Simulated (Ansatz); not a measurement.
HfC, 2 atoms in the cell. Symmetry: Fm-3m, No. 225, cubic system. Conventional cell: a = 4.650 Å, b = 4.650 Å, c = 4.650 Å, α = 90.00°, β = 90.00°, γ = 90.00°. Around Hf (site symmetry m-3m) lie 6 C at 2.33 Å. C (site symmetry m-3m) has 6 Hf at 2.33 Å as nearest neighbours. 

- Program: Ansatz 0.2.0
- Task: density of states
- Functional: PBEsol
- Potentials or basis: all-electron PAW datasets made for the crystal
- Cutoff: 400 eV (chosen from the basis error)
- k mesh: 10 × 10 × 10
- Occupations: fermi-dirac, width 0.05 eV
- Spin: no spin polarisation

Potentials or basis: all-electron PAW datasets made for the crystal.

Command:

```sh
$ ansatz run input.yaml --threads 1 --pin off --max-ram 3072MiB --backend cpu --events-out ev --progress --plain --runs-dir out
```

Hardware: 1 thread of Arm Neoverse V1 (shared host).

Problem. How long does it take, and how much memory?

Solution. Wall time 8.2 s on 1 thread of Arm Neoverse V1 (shared host), peak memory 0.45 GiB. Counts: scf iterations 11, plane waves 459, k points 47, bands 19.
